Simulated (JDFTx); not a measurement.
**BeS under changes of volume**

One of the cells (14.261 Å³/atom); the others are scaled copies at fixed shape and fractional positions:

```
S Be
1.0
     0.00000    2.42500    2.42500
     2.42500    0.00000    2.42500
     2.42500    2.42500    0.00000
S Be
1 1
Direct
  0.75000 0.75000 0.75000
  0.00000 0.00000 0.00000
```

- Program: JDFTx 1.7.0 (patched build)
- Functional: PBE
- Potentials or basis: PseudoDojo-SR-PBE-0.5-standard with smoothed tails
- Cutoff: 1197 eV
- Density cutoff: 9578 eV
- k mesh: 9 × 9 × 9
- Occupations: fermi-dirac, width 0.05 eV
- Spin: no spin polarisation

```tsv
volume (Å³/atom)	energy over the lowest point (meV/atom)	pressure (GPa)	gap on the mesh (eV)
13.405	?	?	?
13.690	15.01	6.1	3.12
13.975	6.22	3.8	3.16
14.261	1.34	1.7	3.21
14.546	0.00	-0.2	3.25
14.831	1.89	-1.9	3.29
15.116	6.73	-3.5	3.32
```

**Question.** What does the run at 13.405 Å³/atom give?

**Answer.** Energy over the lowest point 28.09 meV/atom; pressure 8.6 GPa; gap on the mesh 3.07 eV.

Worked out: A Birch-Murnaghan fit of order 3 (a polynomial in V^(-2/3)) to the other rows has its minimum at 14.52 Å³/atom with B0 = V·E''(V) = 93 GPa and B' = 3.8. It gives 28.07 meV/atom at 13.405 Å³/atom, against the run's 28.09, and -dE/dV = 8.6 GPa, against 8.6. A straight line through the other rows of the gap, of slope 2.06 eV per unit of ln V, extrapolates to 3.08 eV, against the run's 3.07.

Energies are extrapolated to zero smearing.

Caveats: an odd mesh through Γ misses points on the zone boundary, where band edges often lie.
